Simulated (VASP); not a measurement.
# SrO (Fm-3m) in VASP: notebook, part 2 of 3

VASP 6.6.1.

## (3) Relaxation of cell and atoms, PBE

This run uses another cell than the first one, of 17.38 Å³/atom, 1.029 times its volume.

Input file INCAR:

```
SYSTEM = SrO
ALGO     = Normal         ! electronic algorithm
EDIFF    = 1E-7           ! SCF threshold, eV
EDIFFG   = -0.005         ! ionic threshold
ENCUT    = 300            ! plane-wave cutoff, eV
GGA      = PE             ! functional
IBRION   = 2              ! ionic algorithm
ISIF     = 3              ! what is computed and relaxed
ISMEAR   = 0              ! smearing method
LASPH    = .True.         ! aspherical terms in the spheres
LCHARG   = .False.        ! write CHGCAR
LREAL    = .False.        ! projectors in reciprocal space
LWAVE    = .False.        ! write WAVECAR
NELM     = 80             ! most SCF steps
NSW      = 90             ! ionic steps
PREC     = Accurate       ! precision mode
SIGMA    = 0.03           ! smearing width, eV
```

Input file KPOINTS:

```
k-points
0
Gamma
  5 5 5
  0 0 0
```

Input file POSCAR:

```
SrO                                     
1.0
   -0.0000000000      2.5905019175      2.5905019175
    2.5905019175      0.0000000000      2.5905019175
    2.5905019175      2.5905019175      0.0000000000
  Sr              O             
     1     1
Direct
     0.5000000000000000    0.5000000000000000    0.5000000000000000
     0.0000000000000000    0.0000000000000000    0.0000000000000000
```

Potentials or basis: VASP PAW PBE potentials, release 64 (Sr_sv, O_s).

Launch:

```console
cat potpaw_PBE.64/Sr_sv/POTCAR potpaw_PBE.64/O_s/POTCAR > POTCAR
mpirun -np 1 vasp_std > vasp.out
```

OUTCAR:

```text
SYSTEM = SrO
   EDIFF = 1E-7
   EDIFFG = -0.005
   ENCUT = 300
   GGA = PE
   IBRION = 2
   ISIF = 3
   ISMEAR = 0
   LASPH = .True.
   LREAL = .False.
   NELM = 80
   NSW = 90
   PREC = Accurate

 ion  position               nearest neighbor table
   1  0.500  0.500  0.500-   2 2.59   2 2.59   2 2.59   2 2.59   2 2.59   2 2.59
   2  0.000  0.000  0.000-   1 2.59   1 2.59   1 2.59   1 2.59   1 2.59   1 2.59

  LATTYP: Found a face centered cubic cell.
 ALAT       =     5.1810038350

  Lattice vectors:

 A1 = (   0.0000000000,   2.5905019175,   2.5905019175)
 A2 = (   2.5905019175,   0.0000000000,   2.5905019175)
 A3 = (   2.5905019175,   2.5905019175,   0.0000000000)

Analysis of symmetry for initial positions (statically):
=====================================================================
 Subroutine PRICEL returns:
 Original cell was already a primitive cell.

 Routine SETGRP: Setting up the symmetry group for a
 face centered cubic supercell.

 Subroutine GETGRP returns: Found 48 space group operations
 (whereof 48 operations were pure point group operations)
 out of a pool of 48 trial point group operations.

The static configuration has the point symmetry O_h .

Analysis of symmetry for dynamics (positions and initial velocities):
=====================================================================
 Subroutine PRICEL returns:
 Original cell was already a primitive cell.

 Routine SETGRP: Setting up the symmetry group for a
 face centered cubic supercell.

 Subroutine GETGRP returns: Found 48 space group operations
 (whereof 48 operations were pure point group operations)
 out of a pool of 48 trial point group operations.

The dynamic configuration has the point symmetry O_h .

 Subroutine INISYM returns: Found 48 space group operations
 (whereof 48 operations are pure point group operations),
 and found     1 'primitive' translations

[... 93 lines left out ...]
   EFERMI =   0.00;   METHOD = LEGACY
   ISMEAR =     0;   SIGMA  =   0.03  broadening in eV -4-tet -1-fermi 0-gaus
   EFERMI_NEDOS =   21; number of points for ismear=-14 and -15
   IALGO  =     38    algorithm
   IMIX   =      4    mixing-type and parameters
     AMIX     =   0.40;   BMIX     =  1.00
     AMIX_MAG =   1.60;   BMIX_MAG =  1.00
  volume/ion in A,a.u.               =      17.38       117.31
  Fermi-wavevector in a.u.,A,eV,Ry     =   1.263924  2.388470 21.735355  1.597503
  Thomas-Fermi vector in A             =   2.397256
   LORBIT       =      0    0 simple, 1 ext, 2 COOP (PROOUT), +10 PAW based schemes
   GGA     = PE    functional components
   LHFCALC =     F    Hartree Fock is set to
   AEXX    =    0.0000 exact exchange contribution
   IVDW    =     0    specifies the selected vdW correction
   LEPSILON=     F    determine dielectric tensor
   LRPA    =     F    only Hartree local field effects (RPA)
 conjugate gradient relaxation of ions
 non-spin polarized calculation
 Gauss-broadening in eV      SIGMA  =   0.03
  energy-cutoff  :      300.00
  volume of cell :       34.77
 maximum number of plane-waves:       424
 NGX is ok and might be reduce to    24
   NGX = 11   NGY = 11   NGZ = 11

--------------------------------------- Ionic step        1  -------------------------------------------

 number of electron      16.0000004 magnetization

 Free energy of the ion-electron system (eV)
  ---------------------------------------------------
  ext. energy  EPLUGINS =         0.00000000
  ---------------------------------------------------
  free energy    TOTEN  =       -12.05503024 eV

  energy without entropy =      -12.05503024  energy(sigma->0) =      -12.05503024

------------------------ aborting loop because EDIFF is reached ----------------------------------------

  FORCE on cell =-STRESS in cart. coord.  units (eV):
  Direction    XX          YY          ZZ          XY          YZ          ZX
  --------------------------------------------------------------------------------------
  -------------------------------------------------------------------------------------
  Total        0.0693989      0.0693989      0.0693989     -0.0000000      0.0000000     -0.0000000
  in kB        3.1980217      3.1980217      3.1980217     -0.0000000      0.0000000     -0.0000000
  external PRESSURE =       3.1980217 kB  Pullay stress =       0.0000000 kB
[... 59 lines left out ...]
--------------------------------------- Ionic step        3  -------------------------------------------

 number of electron      16.0000003 magnetization

 Free energy of the ion-electron system (eV)
  ---------------------------------------------------
  ext. energy  EPLUGINS =         0.00000000
  ---------------------------------------------------
  free energy    TOTEN  =       -12.05514073 eV

  energy without entropy =      -12.05514073  energy(sigma->0) =      -12.05514073

 E-fermi :   1.9175     XC(G=0):  -9.9069

 val. band max:        1.7023729270   @ k =   0.0000   0.0000   0.0000
 cond. band min:       5.1679361661   @ k =   0.4000   0.4000   0.0000
 fundamental gap:      3.4655632391
 Fermi energy:         1.9175394363

 k-point     1 :       0.0000    0.0000    0.0000
  band No.  band energies     occupation
      1     -30.7780      2.00000
      2     -13.3430      2.00000
      3     -12.4398      2.00000
      4     -12.4398      2.00000
      5     -12.4398      2.00000
      6       1.7024      2.00000
      7       1.7024      2.00000
      8       1.7024      2.00000
      9       5.5051      0.00000
     10       7.8611      0.00000
     11       7.8611      0.00000
     12       7.8611      0.00000
[... 162 lines left out ...]
  FREE ENERGIE OF THE ION-ELECTRON SYSTEM (eV)
  ---------------------------------------------------
  free  energy   TOTEN  =       -12.0551407253 eV

  energy  without entropy=      -12.0551407253  energy(sigma->0) =      -12.05514073

 reached required accuracy - stopping structural energy minimisation
```

OSZICAR:

```text
N       E                     dE             d eps       ncg     rms          rms(c)
DAV:   1     0.458283789781E+02    0.45828E+02   -0.58758E+03   240   0.826E+02
DAV:   2    -0.112366691295E+02   -0.57065E+02   -0.54552E+02   292   0.219E+02
DAV:   3    -0.142626681667E+02   -0.30260E+01   -0.30173E+01   420   0.391E+01
[... 29 lines left out ...]
DAV:   4    -0.120551324027E+02    0.12026E-04   -0.80112E-05   372   0.642E-02    0.388E-02
DAV:   5    -0.120551383334E+02   -0.59307E-05   -0.31528E-06   288   0.195E-02    0.134E-02
DAV:   6    -0.120551402045E+02   -0.18710E-05   -0.62704E-06   396   0.176E-02    0.319E-03
DAV:   7    -0.120551406626E+02   -0.45820E-06   -0.74909E-08   180   0.272E-03    0.909E-04
DAV:   8    -0.120551407253E+02   -0.62664E-07   -0.17373E-08   120   0.113E-03
   3 F= -.12055141E+02 E0= -.12055141E+02  d E =-.110485E-03
```

CONTCAR:

```text
SrO
   1.00000000000000
    -0.0000000000000000    2.5932696083793720    2.5932696083793720
     2.5932696083793720    0.0000000000000000    2.5932696083793720
     2.5932696083793720    2.5932696083793720   -0.0000000000000000
  Sr              O
     1     1
Direct
     0.5000000000000000    0.5000000000000000    0.5000000000000000
     0.0000000000000000    0.0000000000000000    0.0000000000000000

  0.00000000E+00  0.00000000E+00  0.00000000E+00
  0.00000000E+00  0.00000000E+00  0.00000000E+00
```

Run time: 5.6 s. Hardware: 1 thread of Intel Xeon 6975P-C (Granite Rapids), shared host; peak memory 0.13 GiB.

These settings aren't checked as converged: the numbers below hold their error.

Results:

| Item | Value |
| --- | --- |
| Free energy | -12.0551 eV |
| Relaxed volume | 17.44 Å³/atom |
| Relaxed cell | a = 3.667 Å, b = 3.667 Å, c = 3.667 Å, α = 60.00°, β = 60.00°, γ = 60.00° |
| Space group after relaxing (to 0.05 Å) | Fm-3m (No. 225) |
| Energy gained by relaxing | 0.1 meV/atom |
| Ionic steps | 3 |
| Band gap on the k mesh | 3.47 eV, indirect (least direct gap 3.59 eV) |

Caveat: the k mesh is coarse (spacing up to 0.42 Å⁻¹), so the values aren't converged; the cutoff is under 1.25 times the usual one of these potentials, so pressure, stress and relaxed cells hold a basis-set (Pulay) error; an odd mesh through Γ misses points on the zone boundary, where band edges often lie.

[end of part 2 of 3]
